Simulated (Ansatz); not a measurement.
# CuO (Tenorite) under changes of volume

One of the cells (10.135 Å³/atom); the others are scaled copies at fixed shape and fractional positions:

```
Cu O
1.0
     2.34185   -1.71130    0.00000
     2.34185    1.71130    0.00000
    -0.85003    0.00000    5.05787
Cu O
2 2
Direct
  0.50000 0.00000 0.50000
  0.00000 0.50000 0.00000
  0.41840 0.58160 0.75000
  0.58160 0.41840 0.25000
```

| Quantity | Value |
| --- | --- |
| Program | Ansatz 0.2.0 |
| Functional | rPW86-PBE |
| Dispersion | rVV10 |
| Potentials or basis | Ansatz PAW |
| Cutoff | 420 eV (not typed: the program's choice for these potentials) |
| k mesh | 10 × 10 × 5 |
| Occupations | fermi-dirac, width 0.05 eV |
| Spin | no spin polarisation |

```csv
volume (Å³/atom),energy over the lowest point (meV/atom),pressure (GPa),largest force (eV/Å)
9.527,?,?,?
9.730,41.77,16.9,0.076
9.932,23.45,12.2,0.148
10.135,10.76,8.0,0.214
10.338,3.11,4.2,0.275
10.540,0.00,0.8,0.330
10.743,0.94,-2.2,0.381
```

Question: What does the run at 9.527 Å³/atom give?

Answer: Energy over the lowest point 66.40 meV/atom; pressure 22.1 GPa; largest force 0.003 eV/Å.

Worked out: A Birch-Murnaghan fit of order 3 (a polynomial in V^(-2/3)) to the other rows has its minimum at 10.59 Å³/atom with B0 = V·E''(V) = 162 GPa and B' = 4.9 at fixed shape and positions, which overstates the stiffness. It gives 66.52 meV/atom at 9.527 Å³/atom, against the run's 66.40, and -dE/dV = 22.3 GPa, against 22.1.

Energies are extrapolated to zero smearing.

Caveats: the run has no spin polarisation, though such a crystal can be magnetic; the PAW data sets come from PBE, with cores solved anew for the run's functional, which leaves a small shift of forces and pressure.
